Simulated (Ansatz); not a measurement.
# Ba: the cost of one run

Method: DFT PBE, scalar-relativistic, plane waves, PAW, in Ansatz 0.2.0.

1 further run of the same task is left out (set aside as unsound or not needed).

## Step 1: The starting structure

The structure is cubic, space group Fm-3m (No. 225). Conventional cell: a = 6.345 Å, b = 6.345 Å, c = 6.345 Å, α = 90.00°, β = 90.00°, γ = 90.00°. Around Ba (site symmetry m-3m) lie 12 Ba at 4.49 Å.

Coordinates:

```
CELL_PARAMETERS angstrom
0.00000 3.17233 3.17233
3.17233 0.00000 3.17233
3.17233 3.17233 0.00000
ATOMIC_POSITIONS crystal
Ba 0.00000 0.00000 0.00000
```

It goes back to an entry of the Materials Project, which need not be the stable form.

This cell was relaxed beforehand with the same method: volume 63.85 Å³/atom, gap on the mesh none (metal).

## Step 2: What is varied

The energy is mapped over two homogeneous strains (x along [1 0 0], y along [0 1 0], z along [0 0 1] of the conventional cell).

First coordinate, engineering shear strain xz: 9 values from −22.0 %. Second coordinate, engineering shear strain yz: 9 values from −22.0 %.

Nothing else is relaxed (symmetry fixes all fractional coordinates). Energies count from the relaxed crystal. Points are written as (first, second).

## Step 3: Point (−22.0 %, −22.0 %)

The input, input.yaml:

```yaml
crystal:
  lattice:
    - [-0.3489565627, 2.8233758253, 2.8233758253]
    - [2.8233758253, -0.3489565627, 2.8233758253]
    - [3.172332388, 3.172332388, -0.6979131254]
  atoms:
    - { symbol: Ba, position: [0.0, 0.0, 0.0] }
basis:
  ecutwfc: 420
kpoints:
  mp_grid: { grid: [12, 12, 12] }
hamiltonian:
  xc: pbe
scf:
  occupations: { method: gaussian, width: 0.15 }
output:
  forces: true
  stress: true
  eigenvalues: true
  write_density: true
  write_potential: true
  elf: true
  volumetric_format: npy
```

Launch:

```
ansatz run input.yaml --threads 1 --pin off --max-ram 2048MiB --backend cpu --events-out ev --progress --plain --runs-dir out
```

**Question.** How long does this run take on 1 thread of AMD EPYC 7R43 (Zen 3), shared host, and how much memory does it need?

About 21 s, with a peak of 0.65 GiB.
